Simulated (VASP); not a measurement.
The system is MgSe.

```
Se Mg
1.0
     0.00000    2.72550    2.72550
     2.72550    0.00000    2.72550
     2.72550    2.72550    0.00000
Se Mg
1 1
Direct
  0.50000 0.50000 0.50000
  0.00000 0.00000 0.00000
```

Program: VASP 6.6.1. Alike in all runs: no spin polarisation; cell as given.

Order these runs on this cell by their band gap on the k mesh, lowest first.
A. level PBE0; potentials or basis VASP PAW PBE potentials, release 64 (Se, Mg); k mesh 4 × 4 × 4; cutoff (eV) 520; smearing fermi-dirac 0.05 eV; grid for exact exchange (PRECFOCK) Normal; exchange at q = 0 truncated; mesh quality coarse
B. level PBE; potentials or basis VASP PAW PBE potentials, release 64 (Se_GW, Mg_GW); k mesh 5 × 5 × 5; cutoff (eV) 500; smearing gaussian 0.02 eV; mesh quality not flagged
C. level TB-mBJ; potentials or basis VASP PAW PBE potentials, release 64 (Se, Mg); k mesh 8 × 8 × 8; cutoff (eV) 520; smearing gaussian 0.02 eV; ladder gaps; mesh quality not flagged
D. level SCAN0+rVV10; potentials or basis VASP PAW PBE potentials, release 64 (Se, Mg); k mesh 4 × 4 × 4; cutoff (eV) 520; smearing tetrahedron; grid for exact exchange (PRECFOCK) Normal; exchange at q = 0 truncated; mesh quality coarse
E. level PBE; potentials or basis VASP PAW PBE potentials, release 64 (Se_GW, Mg_GW); k mesh 4 × 4 × 4; cutoff (eV) 500; smearing gaussian 0.02 eV; mesh quality coarse

E (1.77 eV), B (2.20 eV), C (2.79 eV), A (3.37 eV), D (3.75 eV).

Caveats: some runs use coarse meshes; an odd mesh through Γ misses points on the zone boundary, where band edges often lie (some runs).

Not every run made on this cell is shown here.
